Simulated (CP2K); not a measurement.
Runs of CP2K 2026.2 on TiO2 (Anatase). It takes space group I4_1/amd (No. 141, tetragonal). Conventional cell: a = 3.784 Å, b = 3.784 Å, c = 9.515 Å, α = 90.00°, β = 90.00°, γ = 90.00°. Around Ti (site symmetry -4m2) lie 6 O at 1.93 to 1.98 Å. O (site symmetry 2mm) has 3 Ti at 1.93 to 1.98 Å as nearest neighbours. 

| level | cutoff of the non-local correlation (Ry) | gap on the mesh (eV) | pressure (GPa) | largest force (eV/Å) |
| --- | --- | --- | --- | --- |
| PW91 | - | 2.06 | (a) | 0.13 |
| vdW-DF-cx | 150 Ry | (c) | 1.8 | 0.13 |
| MS2 | - | 2.50 | 1.9 | 0.01 |
| LDA | - | 1.99 | -3.3 | 0.03 |
| PBEsol | - | 2.04 | 0.8 | (b) |

Alike in all rows: task atomic charges; potentials or basis POTENTIAL_UZH Ti GTH-PBE-q12, O GTH-PBE-q6; DZVP-MOLOPT-PBE-GTH basis; no spin polarisation; cell as given; k mesh 10 × 10 × 10; smearing fermi-dirac 0.05 eV.

Q: Estimate the missing entries.

A: (a) 5.7; (b) 0.04; (c) 2.07.

Caveats: the potentials were made for another functional, which shifts forces and pressure; the basis of atomic orbitals isn't converged, which shifts pressures, moduli and gaps.

A k mesh can miss the band edges.

Runs at the PBE level aren't shown here.
